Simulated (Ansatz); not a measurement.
# Ba, diamond: geometry optimisation

These are results of Ansatz 0.2.0, DFT, PBE, plane waves (420 eV) with PAW, scalar-relativistic, not measurements.

k-point mesh 6×6×6, Fermi-Dirac smearing 0.1 eV, no spin polarisation. Cell and atoms relax.

Starting structure:

```yaml
crystal:
  lattice:
    - [0.00000, 4.38603, 4.38603]
    - [4.38603, 0.00000, 4.38603]
    - [4.38603, 4.38603, 0.00000]
  atoms:
    - { symbol: Ba, position: [0.12500, 0.12500, 0.12500] }
    - { symbol: Ba, position: [0.87500, 0.87500, 0.87500] }
```

What cell does the relaxation end in?

Fd-3m with a = 7.715 Å; 57.39 Å³ per atom against 84.37 at the start (-32.0 %).

How much energy does the relaxation gain?

51.9 meV per atom.
